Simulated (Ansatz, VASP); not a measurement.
Si in VASP and in Ansatz

The input INCAR:

```
SYSTEM = Si
PREC     = Accurate       ! precision mode
ENCUT    = 520            ! plane-wave cutoff, eV
EDIFF    = 1E-7           ! SCF threshold, eV
ISMEAR   = -1             ! smearing method
SIGMA    = 0.08           ! smearing width, eV
LREAL    = .FALSE.        ! projectors in reciprocal space
LASPH    = .TRUE.         ! aspherical terms in the spheres
NELM     = 100            ! most SCF steps
ALGO     = Normal         ! electronic algorithm
ISIF     = 2              ! what is computed and relaxed
LWAVE    = .FALSE.        ! write WAVECAR
LCHARG   = .FALSE.        ! write CHGCAR
GGA      = CA             ! functional
NBANDS   = 11             ! bands
```

File KPOINTS:

```
regular mesh
0
G
  12 12 12
  0 0 0
```

The input POSCAR:

```
Si
1.0
    0.0000000000      2.7426247000      2.7154700000
    2.7426247000      0.0000000000      2.7154700000
    2.7426247000      2.7426247000      0.0000000000
Si
2
Direct
    0.5000000000      0.5000000000      0.5000000000
    0.7500000000      0.7500000000      0.7500000000
```

Input for Ansatz:

```yaml
crystal:
  lattice:
    - [0.0, 2.7426247, 2.71547]
    - [2.7426247, 0.0, 2.71547]
    - [2.7426247, 2.7426247, 0.0]
  atoms:
    - { symbol: Si, position: [0.5, 0.5, 0.5] }
    - { symbol: Si, position: [0.75, 0.75, 0.75] }
kpoints:
  mp_grid: { grid: [12, 12, 12] }
  band_path:
    path:
      - [0.0, 0.0, 0.0]
      - [0.0, 0.5, 0.5]
      - [0.25, 0.75, 0.5]
      - [0.0, 0.5, 0.0]
      - [0.0, 0.0, 0.0]
      - [0.5, 0.5, 0.0]
      - [0.3775125, 0.6224875, 0.0]
      - [-0.3775125, 0.3775125, 0.0]
      - [0.0, 0.0, 0.0]
    npoints: 5
scf:
  occupations: { method: fermi_dirac, width: 0.08 }
hamiltonian:
  xc: lda
  pseudopotentials: { kind: all_electron, lapw: { basis_error: 0.00025 } }
output:
  forces: true
  stress: true
  eigenvalues: true
```

Change from the starting cell: equal xx and yy strain of +1 %.

Alike in both runs: task single point; functional LDA; k mesh 12 × 12 × 12; occupations fermi-dirac, width 0.08 eV; no spin polarisation.

|  | VASP | Ansatz |
| --- | --- | --- |
| version | VASP 6.6.1 | Ansatz 0.2.0 |
| potentials or method | VASP PAW LDA potentials, release 64 (Si) | all-electron LAPW, scalar-relativistic |
| plane-wave cutoff (eV) | 520 | see its input |

```csv
,VASP,Ansatz,Ansatz less VASP
pressure (GPa),-3.2,-3.3,-0.08
largest component of the traceless stress (GPa),0.62,0.62,+0.001
```

Ansatz ran all-electron here, so the differences hold the error of VASP's frozen core and of both bases.
